Five programs were given the same cell of cobalt disilicide, CoSi₂, with its atoms pushed slightly off their ideal sites. All five used the same density functional, so their results should agree, and mostly they do. Which program produced which row?

PBE calculations with ABACUS, Ansatz (PAW and LAPW), GPAW and Quantum ESPRESSO on one 3-atom CoSi₂ cell, atoms displaced at random by about 0.05 Å; collinear spins, no spin–orbit coupling, 9×9×9 k mesh, Fermi–Dirac smearing of 0.05 eV. Pressure is positive in compression and omits Ansatz's Pulay correction; energy changes are relative to the cell with unmoved atoms. Candidates: ABACUS, Ansatz, GPAW, Quantum ESPRESSO, Ansatz LAPW.

```
row  pressure (GPa)  largest force (eV/Å)  energy change per atom (meV)  cell moment (μB)  pressure less the median of the rows (GPa)
  A           0.410                 0.150                         0.520             0.000                                      -0.140
  B           1.380                 0.155                         0.540             0.000                                       0.830
  C           0.560                 0.151                         0.520             0.000                                       0.010
  D           0.540                 0.150                           n/a             0.000                                      -0.010
  E           0.550                 0.151                         0.520             0.000                                       0.000
```

Some facts about the candidates help. The cell holds one Co and two Si atoms, and the programs differ in how many of its electrons they treat as valence or outer-core states of the crystal. GPAW treats 17 and freezes the rest in their atomic form; Quantum ESPRESSO, ABACUS and Ansatz with its PAW potentials treat 25, and Ansatz LAPW treats 41. Ansatz PAW also has the lowest plane-wave cutoff of the four runs that use pseudopotentials or PAW, 420 eV, and its pressure is quoted without the correction for that cutoff. The cutoff of the LAPW run can't be compared with these, because LAPW describes the regions near the nuclei with other functions.

Read first across the columns. The cell moment is zero in every row, so all the runs describe the same non-magnetic metal. The largest force runs only from 0.150 to 0.155 eV/Å, and the energy change, measured against the cell with unmoved atoms and missing for row D, is nearly as uniform. The pressure, however, runs from 0.41 to 1.38 GPa, and the identification has to rest on it.

Symmetry explains this contrast. In the ideal crystal each Co atom sits at the centre of a cube of Si atoms and each Si atom at the centre of a tetrahedron of Co atoms. The pulls on every atom then cancel, whatever potential a program uses. Forces appear only when atoms are displaced, and they equal a stiffness times a displacement. As the displacements are the same for all programs, a stiffness that is wrong by a few per cent makes the forces wrong by a few per cent and no more.

No symmetry cancels the pressure. It measures how far the given cell is from the volume that the program itself would choose:

P ≈ B (V₀ − V) / V₀

Here P is the pressure, V the volume of the given cell, V₀ the program's own equilibrium volume and B the bulk modulus, the resistance to compression. A positive pressure means that the program would like a larger cell. Because B is large, a tiny disagreement about V₀ becomes a visible disagreement about P.

A carbon dioxide molecule with its two oxygen atoms held at a fixed distance behaves in the same way. With carbon exactly in the middle, every method finds zero force on it; with carbon slightly off centre, methods differ only by their stiffness. The force on the clamped oxygen atoms, in contrast, depends on the bond length that each method prefers. The comparison covers this role of symmetry, but not the metallic electrons or the plane waves of the crystal.

Row A has the lowest pressure, 0.14 GPa below the median. A cutoff that is too low acts in this direction. When a cell shrinks while the number of plane waves stays fixed, the waves become shorter and describe the electrons better. The energy then falls a little for a reason that has nothing to do with bonding, and the crystal seems to favour a smaller volume. This lowers the calculated pressure and makes Ansatz PAW the best candidate for row A.

Row B stands 0.83 GPa above the median, and its pressure is two and a half times the median value. Its largest force is only about 3% higher than in the middle rows. A general error of stiffness of that size would change a pressure of 0.55 GPa by about 0.02 GPa. Row B must therefore come from a program that prefers a noticeably larger cell.

The candidate that treats the fewest electrons is GPAW. The eight electrons that it freezes and the others do not are the 3s and 3p electrons of cobalt. These shells occupy much the same region of space as the 3d electrons, which take part in bonding. When neighbours come closer and the 3d electrons rearrange, the 3s and 3p electrons should adjust as well, and frozen ones cannot. An energy error that stayed the same at every volume would leave the pressure untouched, but this one changes as the crystal is compressed. The argument tells which program should stand apart, though it does not firmly say on which side, so GPAW is the likely owner of row B rather than a proven one.

Rows C, D and E lie within 0.02 GPa of one another, and their largest forces are practically equal. The three candidates left are ABACUS, Ansatz LAPW and Quantum ESPRESSO. Differences this small mix the effects of basis and potential, and no physical argument puts them in order. Of the 120 ways to assign five programs to five rows, six remain, and a choice among them would be a guess.

The rows with their labels:

```
         program                              potentials                      basis  pressure (GPa)  largest force (eV/Å)  energy change per atom (meV)  cell moment (μB)  pressure less the median of the rows (GPa)
          Ansatz                              Ansatz PAW                     420 eV           0.410                 0.150                         0.520             0.000                                      -0.140
     Ansatz LAPW  all-electron-LAPW,-scalar-relativistic  0.001 eV/atom-basis-error           0.540                 0.150                           n/a             0.000                                      -0.010
Quantum ESPRESSO                 SSSP-1.3-efficiency-PBE                 748.313 eV           0.550                 0.151                         0.520             0.000                                       0.000
          ABACUS     PseudoDojo-NC-SR-0.4.1-PBE-standard                 1319.75 eV           0.560                 0.151                         0.520             0.000                                       0.010
            GPAW    GPAW-PAW-data-sets-(gpaw-data-1.2.1)                     600 eV           1.380                 0.155                         0.540             0.000                                       0.830
```

The labels confirm both assignments at the ends. In the middle, D is Ansatz LAPW, E is Quantum ESPRESSO and C is ABACUS, an order that the values could not have revealed.

For the lowest row the reasoning can be checked in size as well as in direction. The same run also calculated the correction for its finite cutoff, 0.07 GPa. Adding it raises the pressure from 0.41 to 0.49 GPa, which closes about half of the gap to Quantum ESPRESSO. The other half may come from the potentials or from the remaining error of the basis, and these runs do not separate the two. The cutoff was a good clue, but whether it explains the whole offset stays open.

For the highest row there is a useful control. GPAW and Ansatz PAW both use the projector augmented-wave method, yet they lie at opposite ends of the table. The method as such is therefore not what lifts the GPAW pressure. Ansatz PAW, which lets the 3s and 3p electrons respond, comes within about 0.05 GPa of the all-electron LAPW row once its cutoff correction is added. This supports the frozen shells as the cause without proving it, because the two sets of potentials differ in other details too. A more direct test would be a GPAW run with a data set that releases these shells and changes nothing else.

The excess of 0.83 GPa sounds large, but it corresponds to a small change of size. The bulk modulus of CoSi₂ is roughly 170 GPa, a recalled value. If two programs share this stiffness, the difference between their preferred volumes follows from the equation above:

ΔV₀ / V₀ ≈ ΔP / B ≈ 0.83 / 170 ≈ 0.005

The volume differs by about 0.5%, and the lattice constant by a third of that, about 0.2%. No row was fitted to obtain this. It is a translation of pressure into length, as good as the rough bulk modulus and limited to small strains; it says nothing about why the preferred volumes differ. The differences and ratios used here are listed in the output after the text.

The three middle rows carry the more reassuring message. One treats the electrons without pseudopotentials, one uses ultrasoft potentials and one norm-conserving potentials, which are three quite different constructions. They still agree on the pressure to 0.02 GPa, which by the same estimate is about 0.01% in volume. For the pressure of this cell, replacing the inner electrons by either of these two sets of potentials, which both leave the cobalt 3s and 3p shells free to respond, changes almost nothing.

A crystal of lower site symmetry would divide the clues differently. In pyrite, FeS₂, the symmetry leaves the distance between the paired sulphur atoms open, so each program can prefer its own value. Forces at a common geometry would then differ between programs even before any atom is displaced, just as the pressure does here. The general rule is to ask which quantities symmetry sets to zero: those are protected from an offset, and the others are not.

None of the differences in the table is a property of CoSi₂, since the crystal and the functional are the same throughout; they all come from the numerical treatment. They still matter where this metal serves as a contact on silicon in transistors. The lattice constants of the two materials differ by only about 1%, so an uncertainty of 0.2% is a sizeable part of the mismatch that strains a contact layer. If a cell is relaxed in one program and its stress is read in another, the disagreement about the preferred volume appears as a false pressure, here up to about 1 GPa. Strain in such a layer should be measured from the equilibrium lattice constant of the same program, with the same potentials and cutoff.

The analysis program printed:

```
Clues by row:
               row  pressure GPa  less median GPa  electrons treated  largest shear stress GPa
            Ansatz          0.41            -0.14                 25                     0.595
       Ansatz LAPW          0.54            -0.01                 41                     0.596
  Quantum ESPRESSO          0.55                0                 25                       0.6
            ABACUS          0.56             0.01                 25                     0.599
              GPAW          1.38             0.83                 17                    0.6244
Rows in the close middle group: 3
Spread of pressure in the middle group, GPa: 0.02
Highest row above the top of the middle group, GPa: 0.82
Lowest row below the bottom of the middle group, GPa: 0.13
GPAW pressure over the median pressure, ratio: 2.509
GPAW largest force above Quantum ESPRESSO, percent: 2.952
GPAW largest shear stress above Quantum ESPRESSO, percent: 4.068
GPAW energy change above Quantum ESPRESSO, percent: 2.948
Energy change per volume, GPa: 0.006568
Ansatz PAW pressure with its Pulay correction, GPa: 0.4855
Pulay correction of Ansatz PAW, GPa: 0.0706
Still missing to Quantum ESPRESSO after the correction, GPa: 0.06093
Share of the deviation that the correction explains, percent: 53.68
Volume shift equal to the GPAW excess, percent, rough: 0.4882
Lattice constant shift equal to the GPAW excess, percent, rough: 0.1627
Possible assignments at the start: 120
Assignments left once highest and lowest rows are placed: 6
```
